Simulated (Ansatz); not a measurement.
**SnO₂: a line through an energy map**

How does the energy of SnO₂ (P6_3/mmc, No. 194; 6 atoms in the cell) vary with equal normal strain along x, y and z, at amplitude of mode 1 (21i cm⁻¹) = −0.634 Å?

Program: Ansatz 0.2.0. Level of theory: DFT PBE+D3(BJ), scalar-relativistic, plane waves, PAW. These are calculated values, not measurements.

9 further runs of the same task are left out: 9 set aside as unsound or not needed.

## Step 1: The system as given

The structure is hexagonal, space group P6_3/mmc (No. 194). Conventional cell: a = 3.211 Å, b = 3.211 Å, c = 10.333 Å, α = 90.00°, β = 90.00°, γ = 120.00°. Sn (site symmetry -3m) has 6 O at 2.11 Å as nearest neighbours. O (site symmetry 3m) is surrounded by 3 Sn at 2.11 Å.

Structure file:

```cif
data_structure
_symmetry_space_group_name_H-M 'P6_3/mmc'
_symmetry_Int_Tables_number 194
_cell_length_a 3.2112
_cell_length_b 3.2112
_cell_length_c 10.3331
_cell_angle_alpha 90.000
_cell_angle_beta 90.000
_cell_angle_gamma 120.000
_cell_volume 92.28
loop_
_atom_site_label
_atom_site_type_symbol
_atom_site_symmetry_multiplicity
_atom_site_Wyckoff_symbol
_atom_site_fract_x
_atom_site_fract_y
_atom_site_fract_z
_atom_site_occupancy
Sn1 Sn 2 a 0.00000 0.00000 0.50000 1
O1 O 4 f 0.66667 0.33333 0.40179 1
```

It goes back to an entry of the Materials Project, which need not be the stable form.

This cell was relaxed beforehand with the same method: volume 15.38 Å³/atom, gap on the mesh 2.08 eV.

## Step 2: What is varied

The energy is mapped over a normal mode and a strain (zone-centre modes of the cell shown) (x along [1 0 0], y along [1 2 0], z along [0 0 1] of the conventional cell).

First coordinate, amplitude of mode 1 (21i cm⁻¹), largest displacement in the unstrained cell: 11 values from −0.634 Å. Second coordinate, equal normal strain along x, y and z: 7 values from −2.50 %.

Nothing else is relaxed (the pattern is fixed in fractional coordinates). Energies count from the relaxed high-symmetry cell. Points are written as (first, second).

The modes come from a phonon run on the reference cell, made beforehand.

The patterns, per unit of each coordinate (Å):

```csv
atom,x1,y1,z1
Sn1,0.987,0.000,0.000
Sn2,-0.987,0.000,0.000
O3,1.000,0.000,0.000
O4,-1.000,0.000,0.000
O5,1.000,0.000,0.000
O6,-1.000,0.000,0.000
```

## Step 3: Grid point (−0.634 Å, −2.50 %)

File input.yaml:

```yaml
crystal:
  lattice:
    - [3.1309003151, 0.0, 0.0]
    - [-1.5654501576, 2.7114392096, 0.0]
    - [0.0, 0.0, 10.0747363625]
  atoms:
    - { symbol: Sn, position: [-0.1949598692, 0.0, 0.5] }
    - { symbol: Sn, position: [0.1949598692, 0.0, 0.0] }
    - { symbol: O, position: [0.4692314443, 0.3333333333, 0.4017901351] }
    - { symbol: O, position: [0.8641018891, 0.3333333333, 0.0982098649] }
    - { symbol: O, position: [0.1358981109, 0.6666666667, 0.5982098649] }
    - { symbol: O, position: [0.5307685557, 0.6666666667, 0.9017901351] }
basis:
  ecutwfc: 520.0
kpoints:
  mp_grid: { grid: [12, 12, 4] }
hamiltonian:
  xc: pbe
  dispersion: d3bj
scf:
  occupations: { method: gaussian, width: 0.05 }
output:
  forces: true
  stress: true
  eigenvalues: true
```

Run with:

```sh
$ ansatz run input.yaml --threads 2 --pin off --max-ram 4096MiB --backend cpu --events-out ev --progress --plain --runs-dir out
```

The session goes on with these runs: the other points of the line.

**Question.** What will these runs give? Wanted: for each run, equal normal strain along x, y and z; energy; slope; pressure; largest force on an atom.

**Answer**, as computed:

| equal normal strain along x, y and z (%) | step | energy (meV) | slope (meV per %) | pressure (GPa) | band gap on the k-mesh (eV) | largest force on an atom (eV/Å) |
| --- | --- | --- | --- | --- | --- | --- |
| −2.50 | 3 | 176 | −199 | 12.1 | 2.72 | 1.00 |
| −1.67 | – | 42 | −125 | 7.5 | 2.54 | 0.66 |
| −0.83 | 4 | −34 | −57 | 3.4 | 2.36 | 0.33 |
| 0.00 | 5 | −56 | 4 | −0.2 | 2.20 | 0.11 |
| 0.83 | 6 | −29 | 60 | −3.4 | 2.05 | 0.23 |
| 1.67 | 7 | 43 | 111 | −6.2 | 1.90 | 0.47 |
| 2.50 | 8 | 154 | 157 | −8.6 | 1.77 | 0.68 |

Energies count from the relaxed high-symmetry cell. Rows without a step come from runs not printed here or follow by symmetry. Slopes come from the forces (and the stress, where the cell changes), not from differences of energies.

**Reading.** Along the line the energy is lowest at 0.00 %, −56 meV from the zero. Energies and slopes round the minimum, fitted together, put the minimum at −0.058 %, with a curvature of about 71 meV per %². The highest point computed, at −2.50 %, lies 232 meV above the lowest. This is one cut through a surface in two coordinates; it holds the lowest point sampled, which need not be a minimum. A rigid map gives upper bounds: relaxing the other coordinates can only lower a point. The reference is no minimum along the unstable mode, and wells on the map were not tested along the other modes.

These are semilocal Kohn-Sham gaps, which aren't the measured quantity. Such gaps usually fall short of the measured ones.
